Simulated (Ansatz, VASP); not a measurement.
# Be2C in VASP and in Ansatz

Contents of INCAR:

```
SYSTEM = Be2C
PREC = Accurate
ENCUT = 600
EDIFF = 1E-6
ISMEAR = 0
SIGMA = 0.02
LREAL = .False.
LASPH = .True.
NELM = 60
ALGO = Normal
ISIF = 3
LWAVE = .False.
LCHARG = .False.
GGA = PE
IVDW = 12
IBRION = 2
NSW = 70
EDIFFG = -0.005
```

Contents of KPOINTS:

```
regular mesh
0
Gamma
  12 12 12
  0 0 0
```

The input POSCAR:

```
Be2C
1.0
    0.0000000000      2.1642401185      2.1642401185
    2.1642401185      0.0000000000      2.1642401185
    2.1642401185      2.1642401185      0.0000000000
Be C
2 1
Direct
    0.2500000000      0.2500000000      0.2500000000
    0.7500000000      0.7500000000      0.7500000000
    0.0000000000      0.0000000000      0.0000000000
```

Input for Ansatz:

```yaml
crystal:
  lattice:
    - [0.0, 2.1642401185, 2.1642401185]
    - [2.1642401185, 0.0, 2.1642401185]
    - [2.1642401185, 2.1642401185, 0.0]
  atoms:
    - { symbol: Be, position: [0.25, 0.25, 0.25] }
    - { symbol: Be, position: [0.75, 0.75, 0.75] }
    - { symbol: C, position: [0.0, 0.0, 0.0] }
basis:
  ecutwfc: 420
kpoints:
  mp_grid: { grid: [12, 12, 12] }
hamiltonian:
  xc: pbe
  dispersion: d3bj
scf:
  occupations: { method: gaussian, width: 0.02 }
output:
  forces: true
  stress: true
  eigenvalues: true
  write_density: true
  write_potential: true
  elf: true
  volumetric_format: npy
relax:
  adjacent_minimum: "off"
  f_tol: 0.005
  max_steps: 50
  cell: { stress_tol: 0.05 }
```

Alike in both runs: task relaxation of cell and atoms; functional PBE; dispersion D3(BJ); k mesh 12 × 12 × 12; occupations gaussian, width 0.02 eV; no spin polarisation.

```csv
,VASP,Ansatz
version,VASP 6.6.1,Ansatz 0.2.0
potentials or method,"VASP PAW PBE potentials, release 64 (Be, C)","scalar-relativistic, plane waves, PAW"
plane-wave cutoff (eV),600,420
valence electrons in the cell,8,8
```

|  | VASP | Ansatz | Ansatz less VASP |
| --- | --- | --- | --- |
| gap on the k mesh at the Fermi level, each at its own relaxed structure (eV) | 1.17 | 1.19 | +0.014 |
| relaxed volume (Å³/atom) | 6.52 | 6.51 | -0.007 |
| relaxed cell length with the largest relative difference (Å) | 3.024 | 3.022 | -0.0011 |
| energy change over the relaxation (meV/atom) | -6 | -6 | -0.4 |

A k mesh can miss the band edges. PBE gaps usually lie below the measured ones, often by a third to a half.
